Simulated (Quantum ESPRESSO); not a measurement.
Crystal: Ti.

```xyz
3
Lattice="4.5674 0.0000 0.0000 -2.2837 3.9555 0.0000 0.0000 0.0000 2.8262" Properties=species:S:1:pos:R:3 pbc="T T T"
Ti    2.2837    1.3185    1.4131
Ti    0.0000    2.6370    1.4131
Ti    0.0000    0.0000    0.0000
```

This isn't the form of Ti at room conditions, which is hcp.

Base run:

| Property | Result |
| --- | --- |
| Program | Quantum ESPRESSO 7.5 |
| Functional | LDA |
| Potentials or basis | PseudoDojo 0.4.1 SR LDA standard |
| Cutoff | 1143 eV |
| Density cutoff | 4572 eV |
| k mesh | 7 × 7 × 9 |
| Occupations | fermi-dirac, width 0.05 eV |
| Spin | no spin polarisation |

Its results: band gap on the k mesh none (metal or under the smearing width); pressure -7.9 GPa.

Problem. The run is repeated on the same cell with these changes: functional from LDA to PBE; potentials or basis from PseudoDojo 0.4.1 SR LDA standard to PseudoDojo 0.4.1 SR PBE standard. What comes out?

Solution. Band gap on the k mesh none (metal or under the smearing width); pressure 0.9 GPa.

Caveats: some levels on the path didn't converge.
